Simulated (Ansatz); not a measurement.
NaF built on the rocksalt prototype, relaxed with r2SCAN in the plane-wave code Ansatz: the symmetry is Fm-3m (No. 225, cubic); conventional cell a = 4.594 Å, 12.12 Å³ an atom. Around Na lie 6 F at 2.30 Å; around F lie 6 Na at 2.30 Å. The primitive cell holds 2 atoms in 24.25 Å³. No spin polarisation and no zero-point or thermal motion.

Computed values: HSE06 (6×6×6) gives a least gap of 8.63 eV, direct. In PBE's bands the lowest conduction level rises by 0.125 eV from Γ to the point 0.1368 1/Å along Γ–X; the direct gap at Γ is 6.46 eV. r2SCAN's ε∞ is 1.82.

(1) What is the density?

(2) At what wavelength does absorption set in by HSE06, excitons left aside?

(3) Estimate the electron mass at Γ from the rise of PBE's conduction level.

(4) What refractive index and reflectivity at normal incidence follow, below the gap and above the phonons?

Results:

(1) The cell holds 1 Na, 1 F: M = 1×22.990 + 1×18.998 = 41.99 u in V = 24.25 Å³. ρ = 1.66054 × M/V = 1.66054 × 41.99/24.25 = 2.875 g/cm³, for the static r2SCAN lattice.

(2) λ = 1239.84 eV nm/E: 144 nm for the least gap. That lies in the ultraviolet, so by this gap the crystal is transparent to visible light.

(3) A parabola gives m*/mₑ = (ħ²/2mₑ) k²/ΔE = 3.810 × 0.1368²/0.125 = 0.570. The band flattens away from Γ; with E(1 + E/E_g) = ħ²k²/2m* the mass at the edge is 0.570/(1 + 0.125/6.46) = 0.560 (1/E_g is only a rough value for the bending). It is PBE's mass, and a gap that is too small makes it too light.

(4) n = √1.82 = 1.349; R = ((n − 1)/(n + 1))² = (0.349/2.349)² = 2.2 % a face.

The meshes of the hybrids are coarse, so their gaps aren't converged to the digits shown.
